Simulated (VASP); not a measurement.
Write the native input for VASP 6.6.1 that does the following.

* Task: single point
* Functional: PBEsol
* Potentials or basis: VASP PAW PBE potentials, release 64 (Al, O)
* Cutoff: 520 eV
* k mesh: 6 × 6 × 6
* Occupations: gaussian, width 0.01 eV
* Spin: no spin polarisation
* Dipole correction: no
* Further INCAR settings: ALGO = Normal; EDIFF = 1e-06; NBANDS = 35

The structure of Al2O3 (Corundum) lies in POSCAR:

```
Al2O3
1.0
    2.3868967403      1.3780754755      4.3382033482
   -2.3868967403      1.3780754755      4.3382033482
    0.0000000000     -2.7561509511      4.3382033482
Al O
4 6
Direct
    0.3520791479      0.3520791479      0.3520791479
    0.1479208521      0.1479208521      0.1479208521
    0.6479208521      0.6479208521      0.6479208521
    0.8520791479      0.8520791479      0.8520791479
    0.5558606231      0.9441393769      0.2500000000
    0.2500000000      0.5558606231      0.9441393769
    0.9441393769      0.2500000000      0.5558606231
    0.4441393769      0.0558606231      0.7500000000
    0.7500000000      0.4441393769      0.0558606231
    0.0558606231      0.7500000000      0.4441393769
```

The cell isn't the ideal one: cell and atoms relaxed tightly for response.

One way to write it, as run:

INCAR

```
ALGO = Normal ; EDIFF = 1E-6
ENCUT = 520 ; GGA = PS
ISIF = 2 ; ISMEAR = 0
LASPH = T ; LCHARG = F
LREAL = F ; LWAVE = F
NBANDS = 35 ; NELM = 100
PREC = Accurate ; SIGMA = 0.01
```

KPOINTS

```
k-points
0
Gamma
  6 6 6
```

Potentials or basis: VASP PAW PBE potentials, release 64 (Al, O).

Command:

```sh
$ cat potpaw_PBE.64/Al/POTCAR potpaw_PBE.64/O/POTCAR > POTCAR
$ mpirun -np 1 vasp_std > vasp.out
```

It gave:

```
Pressure               : 0.1 GPa
Largest force          : 0.005 eV/Å
Band gap on the k mesh : 6.04 eV, direct
```

Caveat: the PAW data sets were made with another functional, which shifts forces and pressure a little.

Run time: 73 s on 1 thread of AMD EPYC 9R45 96-Core Processor (Zen 5), with other jobs on the host, peak memory 0.24 GiB.
